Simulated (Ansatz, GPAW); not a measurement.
# Geometry or basis: what sets the conductance of a Sn chain with one Pt atom in line, part 3 of 3

Aim: the conductance of a Sn chain with one Pt atom in line after relaxation, and whether geometry, basis or functional moves it most.

GPAW 26.7.0 and Ansatz 0.2.0; Ansatz plane waves; relaxation of the junction with the lead ends held; PAW set soft_1 (the session's first sound run).

So far, transmission at the Fermi level (one spin): step 3 (plane-wave reference (PBE)) 1.53; step 5 (GPAW, szp: basis = "szp(dzp)", PBE, GPAW) 1.51; step 6 (minimal basis, PBE, GPAW) 1.60; step 7 (RPBE in the dzp basis: xc = "RPBE") 1.52; step 8 (the structure as built: geometry = "as built", PBE, GPAW) 2.20.

## 11. Functional revPBE: xc = "revPBE"

The functional moves levels against the Fermi level.

This step: GPAW LCAO, PAW setups; Landauer transmission from Green's functions with principal layers (ASE), zero bias (GPAW 26.7.0).

run.py

```python
import json
import numpy as np
from ase import Atoms
from ase.transport.calculators import TransportCalculator
from gpaw import GPAW, FermiDirac
from gpaw.lcao.tools import get_lcao_hamiltonian
from scipy.linalg import eigh

# The junction with lead layers at both ends, along the third cell vector
device = Atoms(
    ['Sn', 'Sn', 'Sn', 'Sn', 'Sn', 'Sn', 'Pt', 'Sn', 'Sn', 'Sn', 'Sn', 'Sn', 'Sn'],
    positions=[
        [4.50000, 4.50000, 1.37500],
        [4.50000, 4.50000, 4.12500],
        [4.50000, 4.50000, 6.87500],
        [4.50000, 4.50000, 9.62500],
        [5.34225, 4.70494, 12.38868],
        [4.62369, 4.54249, 15.18206],
        [5.14450, 4.67649, 17.66699],
        [4.61787, 4.54560, 20.15161],
        [5.32358, 4.70114, 22.94684],
        [4.50000, 4.50000, 25.71740],
        [4.50000, 4.50000, 28.46740],
        [4.50000, 4.50000, 31.21740],
        [4.50000, 4.50000, 33.96740]],
    cell=[[9.0, 0.0, 0.0], [0.0, 9.0, 0.0], [0.0, 0.0, 35.3424]],
    pbc=True)

# One principal layer of the lead: the first 3 atoms of the device
lead = Atoms(
    ['Sn', 'Sn', 'Sn'],
    positions=[
        [4.50000, 4.50000, 1.37500],
        [4.50000, 4.50000, 4.12500],
        [4.50000, 4.50000, 6.87500]],
    cell=[[9.0, 0.0, 0.0], [0.0, 9.0, 0.0], [0.0, 0.0, 8.25]],
    pbc=True)

settings = dict(mode='lcao', basis='dzp', xc='revPBE', h=0.2,
                occupations=FermiDirac(0.1), maxiter=250,
                mixer=dict(beta=0.1, nmaxold=8, weight=100.0),
                convergence=dict(density=0.0001))
energies = np.arange(-2, 2 + 1e-9, 0.025)
eta = 0.0001
n1, n2 = 1, 1
# k and -k transmit alike, so half of the mesh across the current serves
mesh = [(i, j) for i in range(n1) for j in range(n2) if (i, j) <= (-i % n1, -j % n2)]
weights = np.array([1 if (i, j) == (-i % n1, -j % n2) else 2 for i, j in mesh]) / (n1 * n2)

# [... helper functions left out ...]
fermi_lead = ground_state(lead, (1, 1, 14), 'lead.txt')
fermi_device = ground_state(device, (1, 1, 2), 'device.txt')
# [... loop over the mesh left out, but for ...]
        # Shift the lead onto the potential of the device's first layer
        shift = ((H[:, 0, 0] - H0[:, 0, 0]) / S0[0, 0]).real.mean()
# [...]
kT = 8.617333e-5 * 300
bias = [0.1, 0.2, 0.5, 1.0, 1.5, 2.0]
# [... integrals and printing left out ...]
```

Launch:

```sh
OMP_NUM_THREADS=1 OPENBLAS_NUM_THREADS=1 python run.py
```

Run time: 74 s. Hardware: 1 thread of Arm Neoverse V1, shared host; peak memory 1.2 GiB.

Numbers from this step:

- conductance: 1.507 G₀
- thermopower: -5.931 μV/K
- largest coupling past the next principal layer: 3.82e-7 eV
- largest misfit of the first principal layer: 0.05149 eV
- shift that aligns the lead: 0.02656 eV
- transmission at the Fermi level (one spin): 1.514

One spin. The transmission, zone mean by energy, zero at the Fermi level:

```
energy (eV)  transmission, zone mean
     -2.000                    0.362
     -1.900                    0.105
     -1.800                   0.0214
     -1.700                  0.00398
     -1.600                  0.00165
     -1.500                  0.00362
     -1.400                   0.0139
     -1.300                   0.0497
     -1.200                    0.163
     -1.100                    0.488
     -1.000                    0.954
     -0.975                    0.994
     -0.900                    0.921
     -0.800                    0.977
     -0.700                     1.56
     -0.600                    0.876
     -0.500                    0.582
     -0.400                    0.705
     -0.300                    0.915
     -0.200                     1.15
     -0.100                     1.36
      0.000                     1.51
      0.100                     1.60
      0.200                     1.64
      0.300                     1.66
      0.400                     1.67
      0.500                     1.69
      0.600                     1.74
      0.700                     1.82
      0.800                     1.94
      0.900                     2.07
      1.000                     2.21
      1.100                     2.34
      1.200                     2.44
      1.300                     2.51
      1.375                     2.53
      1.400                     2.53
      1.500                     2.49
      1.600                     2.38
      1.700                     2.24
      1.800                     2.07
      1.900                     1.91
      2.000                     1.75
```

Not self-consistent under bias; the bias window is split evenly. The current through one cell, from the zero-bias transmission by bias:

```
bias (V)  current through one cell, from the zero-bias transmission (μA)
   0.100                                                            11.7
   0.200                                                            23.2
   0.500                                                            56.1
   1.000                                                             103
   1.500                                                             153
   2.000                                                             210
```

Transmission of the three most open eigenchannels against energy, zero at the Fermi level:

```
energy (eV)  channel 1  channel 2  channel 3
     -2.000      0.362          0          0
     -1.900      0.105          0          0
     -1.800     0.0214          0          0
     -1.700    0.00398          0          0
     -1.600    0.00165          0          0
     -1.500    0.00362          0          0
     -1.400     0.0139          0          0
     -1.300     0.0497          0          0
     -1.200      0.163          0          0
     -1.100      0.488          0          0
     -1.000      0.954          0          0
     -0.900      0.921          0          0
     -0.800      0.977     4.7e-9    1.2e-10
     -0.700      0.903      0.660     7.6e-4
     -0.600      0.814     0.0598    0.00285
     -0.500      0.548     0.0266    0.00756
     -0.400      0.546      0.134     0.0259
     -0.300      0.561      0.295     0.0588
     -0.200      0.577      0.462      0.111
     -0.100      0.604      0.575      0.181
      0.000      0.699      0.553      0.262
      0.100      0.742      0.520      0.343
      0.200      0.740      0.497      0.407
      0.300      0.711      0.521      0.427
      0.400      0.673      0.567      0.429
      0.500      0.640      0.609      0.444
      0.600      0.644      0.622      0.478
      0.700      0.672      0.622      0.531
      0.800      0.695      0.640      0.601
      0.900      0.722      0.674      0.673
      1.000      0.782      0.721      0.708
      1.100      0.846      0.776      0.719
      1.200      0.888      0.833      0.724
      1.300      0.904      0.884      0.721
      1.400      0.924      0.895      0.708
      1.500      0.948      0.868      0.676
      1.600      0.959      0.835      0.590
      1.700      0.957      0.813      0.466
      1.800      0.937      0.801      0.337
      1.900      0.891      0.792      0.230
      2.000      0.809      0.784      0.155
```

The conductance, 1.51 G₀, lies 1.6 % below that of the dzp run.

## 12. What came out

| Quantity | Value |
| --- | --- |
| conductance | 1.53 G₀ |
| transmission at the Fermi level, mean of the spins | 1.54 |
| thermopower | -5.94 μV/K |

In words: In the dzp basis the junction conducts 1.53 G₀ at 300 K, with T = 1.54 a spin at the Fermi level; the sz basis reaches that conductance within 10 %. Relaxation moved atoms by up to 0.87 Å and took the conductance from 2.19 to 1.53 G₀, as a ratio a larger change than the step from dzp to the minimal basis. Plane waves (PBE) give T = 1.53 there. At the Fermi level the three most open eigenchannels pass 0.70, 0.56 and 0.27. The negative thermopower says that the thermally weighted transmission is larger above the Fermi level, as for electron-like transport. Measured against the first run (pw-pbe), the nearest curve is that of dzp (r.m.s. 0.14) and the farthest that of asbuilt (0.56). Over the compared runs wall time goes from 40 s (sz) to 94 s (pw-pbe), on a shared host; the plane-wave run used 4 threads and the orbital runs 1. The leads kept an estimated spacing and the cell its length, so the junction may be under some tension or compression. The run had no spin polarisation, so a magnetic state, which chains and small molecules with open shells often have, wasn't tested. Spin-orbit coupling is left out, which matters for the heavy atoms here. An evenly spaced straight chain is an idealisation: free chains tend to dimerise, zigzag or, where a band edge lies near the Fermi level, turn magnetic. The currents use the zero-bias T(E) throughout, which holds only while the bias is small against the distance to the nearest feature.

[Logs are printed without paths, hosts, clocks, repeated set-up lines and the standing remarks that a program may print on its own settings, such as how far it seeks lower states.]

[Hosts, paths, dates, database ids (printed as entryN), source tags and the programs' standing remarks are cut or masked in the printed files.]
